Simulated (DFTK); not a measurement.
The system is SrO.

```
Sr O
1.0
     0.00000    2.56630    2.56630
     2.56630    0.00000    2.56630
     2.56630    2.56630    0.00000
Sr O
1 1
Direct
  0.50000 0.50000 0.50000
  0.00000 0.00000 0.00000
```

Program: DFTK 0.8.2. Alike in all runs: no spin polarisation; cell as given; smearing fermi-dirac 0.05 eV.

Task: Order these runs on this cell by their pressure, lowest first.
A. level TASK; potentials or basis in-house norm-conserving set (r2SCAN, scalar relativistic); k mesh 6 × 6 × 6; cutoff (eV) 1279
B. level PBE; potentials or basis dojo.nc.sr.pbe.v0_4_1.standard.upf (PBE); k mesh 9 × 9 × 9; cutoff (eV) 1143
C. level r2SCAN; potentials or basis SG15 1.2 (PBE); k mesh 7 × 7 × 7; cutoff (eV) 1225; SCF solver ScfAndersonSolver

Result: C (1.4 GPa), B (3.1 GPa), A (11.4 GPa).

Caveats: the potentials were made for another functional, which shifts forces and pressure (some runs); the program warned that the kinetic-energy density falls under its von Weizsäcker bound, which can give unphysical results (some runs).

Not every run made on this cell is shown here.
